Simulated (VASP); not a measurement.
**KF (Carobbiite): X-ray absorption with a core hole**

What does the core hole do to the absorption edge in KF (Carobbiite)? The cell has space group Fm-3m. The start is a cell from a database of measured crystal structures.

Main program and level: VASP 6.6.1; PBE; plane waves and PAW (F, K_sv, F), in the first sound run; inputs show where later runs differ.

### 1. The structure

Symmetry: Fm-3m, No. 225, cubic system. The conventional cell has a = 5.344 Å, b = 5.344 Å, c = 5.344 Å, α = 90.00°, β = 90.00°, γ = 90.00°. F has 6 K at 2.67 Å nearest. Nearest to K lie 6 F at 2.67 Å. Farther neighbours and most contacts between anions are not listed.

### 2. Supercell without a hole

The cell without a hole gives, with ICORELEVEL = 1, the Kohn-Sham core levels of the initial state. It is a supercell, which puts a hole 6.5 Å from its nearest image.

Input file INCAR:

```
SYSTEM = KF
PREC = Accurate
ENCUT = 400
EDIFF = 1E-05
NELM = 100
ISMEAR = 0
SIGMA = 0.05
LREAL = .FALSE.
ALGO = Normal
GGA = PE
NBANDS = 60
LWAVE = .FALSE.
LCHARG = .FALSE.
KPAR = 4
NCORE = 2
ICORELEVEL = 1
```

Input file POSCAR:

```
KF
1.0
    2.6718500000      5.3437000000      2.6718500000
    2.6718500000     -5.3437000000      2.6718500000
    2.6718500000     -2.6718500000     -5.3437000000
F K F
1 6 5
Direct
    0.0833333333      0.2500000000      0.6666666667
    0.3333333333      0.0000000000      0.6666666667
    0.1666666667      0.5000000000      0.3333333333
    0.8333333333      0.5000000000      0.6666666667
    0.0000000000      0.0000000000      0.0000000000
    0.6666666667      0.0000000000      0.3333333333
    0.5000000000      0.5000000000      0.0000000000
    0.9166666667      0.7500000000      0.3333333333
    0.5833333333      0.7500000000      0.6666666667
    0.7500000000      0.2500000000      0.0000000000
    0.4166666667      0.2500000000      0.3333333333
    0.2500000000      0.7500000000      0.0000000000
```

Input file KPOINTS:

```
Automatic mesh
0
Gamma
4 3 4
0 0 0
```

The projector-augmented-wave data sets are F, K_sv and F (PBE family, release 64).

Run with:

```sh
$ mpirun -np 8 vasp_std
```

The log of the run:

```text
[banner, memory and clock lines left out]
running    8 mpi-ranks, on    1 nodes
 distrk:  each k-point on    2 cores,    4 groups
 distr:  one band on    2 cores,    1 groups

 POSCAR found type information on POSCAR F K F
 POSCAR found :  3 types and      12 ions
 LDA part: xc-table for (Slater+PW92), standard interpolation
 POSCAR, INCAR and KPOINTS ok, starting setup
 FFT: planning ... GRIDC
 FFT: planning ... GRID_SOFT
 FFT: planning ... GRID
 WAVECAR not read
 entering main loop
       N       E                     dE             d eps       ncg     rms          rms(c)
DAV:   1     0.768753002308E+03    0.76875E+03   -0.43570E+04  2040   0.126E+03
DAV:   2     0.224397707236E+00   -0.76853E+03   -0.74700E+03  2452   0.399E+02
DAV:   3    -0.550638231710E+02   -0.55288E+02   -0.55089E+02  2704   0.100E+02
DAV:   4    -0.570793575221E+02   -0.20155E+01   -0.20104E+01  3088   0.171E+01
DAV:   5    -0.571667225205E+02   -0.87365E-01   -0.87351E-01  2744   0.277E+00    0.149E+01
DAV:   6    -0.499481503306E+02    0.72186E+01   -0.29768E+01  2256   0.208E+01    0.887E+00
DAV:   7    -0.498634542142E+02    0.84696E-01   -0.17050E+00  2768   0.459E+00    0.616E+00
DAV:   8    -0.498411151916E+02    0.22339E-01   -0.44517E-01  2196   0.361E+00    0.854E-01
DAV:   9    -0.498392988028E+02    0.18164E-02   -0.90850E-02  2488   0.107E+00    0.255E-01
DAV:  10    -0.498466136578E+02   -0.73149E-02   -0.15848E-02  2632   0.518E-01    0.206E-01
DAV:  11    -0.498465808101E+02    0.32848E-04   -0.29548E-03  2556   0.202E-01    0.776E-02
DAV:  12    -0.498466118016E+02   -0.30991E-04   -0.41979E-04  2248   0.842E-02    0.134E-02
DAV:  13    -0.498466179118E+02   -0.61102E-05   -0.41806E-05  2168   0.247E-02
   1 F= -.49846618E+02 E0= -.49846618E+02  d E =-.922417E-17
```

Run time: 46 s. Hardware: 8 MPI ranks of Intel Xeon Platinum 8488C (Sapphire Rapids), shared host; peak memory 2.1 GiB.

Lines that name or quote the potential files are left out of all logs, and their timing lines are given in words.

OUTCAR, selected parts (step 2):

```text
ion  position               nearest neighbor table
   1  0.083  0.250  0.667-   5 2.67   4 2.67   2 2.67   6 2.67   7 2.67   3 2.67
   2  0.333  0.000  0.667-  12 2.67   8 2.67   9 2.67  10 2.67   1 2.67  11 2.67   5 3.78   6 3.78
                             6 3.78   7 3.78   7 3.78   4 3.78   3 3.78   4 3.78   5 3.78   5 3.78
   3  0.167  0.500  0.333-  12 2.67   9 2.67  10 2.67  11 2.67   8 2.67   1 2.67   7 3.78   4 3.78
                             4 3.78   5 3.78   5 3.78   2 3.78   6 3.78   6 3.78   7 3.78   7 3.78
   4  0.833  0.500  0.667-  10 2.67   9 2.67   1 2.67  11 2.67  12 2.67   8 2.67   7 3.78   3 3.78
                             3 3.78   5 3.78   5 3.78   2 3.78   6 3.78   2 3.78   7 3.78   7 3.78
   5  0.000  0.000  0.000-   1 2.67   8 2.67   9 2.67  10 2.67  11 2.67  12 2.67   6 3.78   2 3.78
                             3 3.78   4 3.78   3 3.78   4 3.78   7 3.78   7 3.78   2 3.78   6 3.78
   6  0.667  0.000  0.333-  10 2.67   8 2.67   1 2.67  11 2.67  12 2.67   9 2.67   5 3.78   2 3.78
                             2 3.78   7 3.78   7 3.78   4 3.78   3 3.78   3 3.78   5 3.78   5 3.78
   7  0.500  0.500  0.000-   9 2.67  11 2.67   1 2.67  10 2.67   8 2.67  12 2.67   4 3.78   3 3.78
                             6 3.78   2 3.78   2 3.78   6 3.78   5 3.78   5 3.78   4 3.78   3 3.78
   8  0.917  0.750  0.333-   5 2.67   3 2.67   2 2.67   6 2.67   7 2.67   4 2.67
   9  0.583  0.750  0.667-   7 2.67   3 2.67   4 2.67   5 2.67   2 2.67   6 2.67
  10  0.750  0.250  0.000-   4 2.67   6 2.67   2 2.67   5 2.67   3 2.67   7 2.67
  11  0.417  0.250  0.333-   7 2.67   4 2.67   5 2.67   6 2.67   3 2.67   2 2.67
  12  0.250  0.750  0.000-   2 2.67   3 2.67   4 2.67   5 2.67   6 2.67   7 2.67

  LATTYP: Found a base centered monoclinic cell.
 ALAT       =     6.5446691693
 B/A-ratio  =     1.7320508076
 C/A-ratio  =     1.0000000000
 COS(beta)  =    -0.3333333333

 Subroutine GETGRP returns: Found  4 space group operations
 (whereof  1 operations were pure point group operations)

The static configuration has the point symmetry C_1 .
 The point group associated with its full space group is C_2h.

 Found     17 irreducible k-points:

   k-points           NKPTS =     17   k-points in BZ     NKDIM =     17   number of bands    NBANDS=     60

   dimension x,y,z NGX =    48 NGY =   48 NGZ =   48
   dimension x,y,z NGXF=    96 NGYF=   96 NGZF=   96

   ENCUT  =  400.0 eV  29.40 Ry    5.42 a.u.  10.67 10.67 10.67*2*pi/ulx,y,z

   NELECT =      96.0000    total number of electrons

 k-points in reciprocal lattice and weights: Automatic mesh
   0.00000000  0.00000000  0.00000000       0.021
   0.25000000 -0.00000000 -0.00000000       0.083
   0.50000000 -0.00000000 -0.00000000       0.042
   0.00000000  0.33333333  0.00000000       0.042
   0.25000000  0.33333333  0.00000000       0.083
   0.50000000  0.33333333  0.00000000       0.083
  -0.25000000  0.33333333  0.00000000       0.083
   0.00000000  0.00000000  0.25000000       0.042
   0.25000000  0.00000000  0.25000000       0.083
[...]
0.00000000  0.00000000  0.50000000       0.021
   0.00000000  0.33333333  0.50000000       0.042

 the core state eigenenergies are
   1-  1s   -653.5348
   2-  1s  -3515.4749  2s   -346.7756  2p   -273.4838
   3-  1s  -3515.4749  2s   -346.7757  2p   -273.4838
   4-  1s  -3515.4749  2s   -346.7756  2p   -273.4838
   5-  1s  -3515.4749  2s   -346.7757  2p   -273.4838
   6-  1s  -3515.4749  2s   -346.7757  2p   -273.4838
   7-  1s  -3515.4749  2s   -346.7757  2p   -273.4838
   8-  1s   -653.5358
   9-  1s   -653.5354
  10-  1s   -653.5353
  11-  1s   -653.5353
  12-  1s   -653.5358

 E-fermi :  -2.5425

 k-point     1 :       0.0000    0.0000    0.0000
  band No.  band energies     occupation
    ...
     44      -3.0108      2.00000
     45      -3.0107      2.00000
     46      -2.8293      2.00000
     47      -2.8293      2.00000
     48      -2.8293      2.00000
     49       3.3597      0.00000
     50       6.2621      0.00000
     51       6.4893      0.00000
     52       6.4893      0.00000
     53       6.7606      0.00000
    ...

 k-point     2 :       0.2500   -0.0000   -0.0000
  band No.  band energies     occupation
    ...
     44      -2.9958      2.00000
     45      -2.9876      2.00000
     46      -2.9630      2.00000
     47      -2.8954      2.00000
     48      -2.8528      2.00000
     49       3.9088      0.00000
     50       6.4004      0.00000
     51       6.4057      0.00000
     52       6.4126      0.00000
     53       6.4427      0.00000
    ...

 k-point     3 :       0.5000   -0.0000   -0.0000
  band No.  band energies     occupation
    ...
     44      -3.0282      2.00000
     45      -2.9843      2.00000
     46      -2.9843      2.00000
     47      -2.9153      2.00000
     48      -2.9153      2.00000
     49       5.1895      0.00000
     50       5.1895      0.00000
     51       6.2896      0.00000
     52       6.2896      0.00000
     53       6.6343      0.00000
    ...

  Total       -4.7105949     -4.7125245     -4.7105949      0.0054730      0.0054730     -0.0126267
  in kB      -32.9737909    -32.9872979    -32.9737909      0.0383107      0.0383109     -0.0883858
  external PRESSURE =     -32.9782932 kB  Pullay stress =       0.0000000 kB

  energy-cutoff  :      400.00
  volume of cell :      228.89
      direct lattice vectors                 reciprocal lattice vectors
     2.671850000  5.343700000  2.671850000     0.155946878  0.093568127  0.031189376
     2.671850000 -5.343700000  2.671850000     0.093568127 -0.093568127  0.093568127
     2.671850000 -2.671850000 -5.343700000     0.124757503  0.000000000 -0.124757503

 POSITION                                       TOTAL-FORCE (eV/Angst)
 -----------------------------------------------------------------------------------
      2.67185     -2.67185     -2.67185         0.000000     -0.000000      0.000000
      2.67185     -0.00000     -2.67185        -0.000002      0.000019     -0.000002
      2.67185     -2.67185      0.00000         0.000011     -0.000006     -0.000004
      5.34370     -0.00000     -0.00000         0.000002     -0.000019      0.000002
      0.00000      0.00000      0.00000        -0.000011      0.000006      0.000004
      2.67185      2.67185      0.00000         0.000004      0.000006     -0.000011
      2.67185      0.00000      2.67185        -0.000004     -0.000006      0.000011
      5.34370      0.00000      2.67185        -0.000004     -0.000000      0.000004
      5.34370     -2.67185     -0.00000         0.000000     -0.000000      0.000000
      2.67185      2.67185      2.67185         0.000003     -0.000000     -0.000003
      2.67185      0.00000      0.00000        -0.000003     -0.000000      0.000003
      2.67185     -2.67185      2.67185         0.000004      0.000000     -0.000004
 -----------------------------------------------------------------------------------
    total drift:                               -0.000000     -0.000004     -0.000004

  FREE ENERGIE OF THE ION-ELECTRON SYSTEM (eV)
  ---------------------------------------------------
  free  energy   TOTEN  =       -49.8466179118 eV

  energy  without entropy=      -49.8466179118  energy(sigma->0) =      -49.84661791

[... 3 further parts left out ...]
```

These are scalar-relativistic Kohn-Sham levels of the ground state, with no core hole, so they are not binding energies.

This step gave:

```
free energy (TOTEN) : -49.85 eV
Fermi energy        : -2.542 eV
pressure            : -3.298 GPa
```

The two shallowest core shells; atoms whose shallowest level rounds to another's at 0.01 eV are left out. Core levels, by row:

| atom | shell | level below the valence-band top (eV) |
| --- | --- | --- |
| F1 | 1s | 650.7 |
| K2 | 2s | 343.9 |
| K2 | 2p | 270.7 |

(Continued in part 2 of 2.)

[Lines on the potential files, build, host, timing and source positions are cut from VASP's logs without a mark.]

[Logs are printed without paths, hosts, clocks, repeated set-up lines and the standing remarks that a program may print on its own settings, such as how far it seeks lower states.]

[Hosts, paths, dates, database ids (printed as entryN), source tags and the programs' standing remarks are cut or masked in the printed files.]
